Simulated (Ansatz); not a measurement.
The system is Bi2Se3 (Paraguanajuatite).

```
Bi Se
1.0
     2.07150    1.19598    9.54533
    -2.07150    1.19598    9.54533
     0.00000   -2.39196    9.54533
Bi Se
2 3
Cartesian
  0.0000 0.0000 17.1587
  0.0000 0.0000 11.4773
  0.0000 0.0000 22.5738
  0.0000 0.0000 6.0622
  0.0000 0.0000 0.0000
```

* Program: Ansatz 0.2.0
* Task: relaxation of cell and atoms
* Functional: r2SCAN
* Potentials or basis: Ansatz PAW
* Cutoff: 500 eV (not typed: the program's choice for these potentials)
* k mesh: 8 × 8 × 8
* Occupations: fermi-dirac, width 0.05 eV
* Spin: no spin polarisation

At the start: volume 28.38 Å³/atom.

**Question.** Where does the relaxation end?

**Answer.** It ends after 6 steps and the volume is 30.14 Å³/atom (+6.2 %); space group R-3m (No. 166, to 0.05 Å).

Step by step:
| step | energy change (eV) | largest force (eV/Å) | volume (Å³) |
| --- | --- | --- | --- |
| 1 | 0.0000 | 0.0796 | 141.89 |
| 2 | -0.0308 | 0.1046 | 150.08 |
| 3 | -0.0438 | 0.0964 | 149.39 |
| 4 | -0.0474 | 0.0249 | 150.42 |
| 5 | -0.0480 | 0.0037 | 150.71 |
| 6 | -0.0491 | 0.0038 | 150.71 |

Final structure:
```
CELL_PARAMETERS angstrom
2.08202 1.20205 10.03619
-2.08202 1.20205 10.03619
0.00000 -2.40411 10.03619
ATOMIC_POSITIONS crystal
Bi 0.60214 0.60214 0.60214
Bi 0.39786 0.39786 0.39786
Se 0.78259 0.78259 0.78259
Se 0.21741 0.21741 0.21741
Se 0.00000 0.00000 0.00000
```

Caveat: the plane-wave basis is chosen anew once the cell has moved, so the energies of steps on either side of that aren't comparable; the PAW data sets come from PBE, with cores solved anew for the run's functional, which leaves a small shift of forces and pressure.
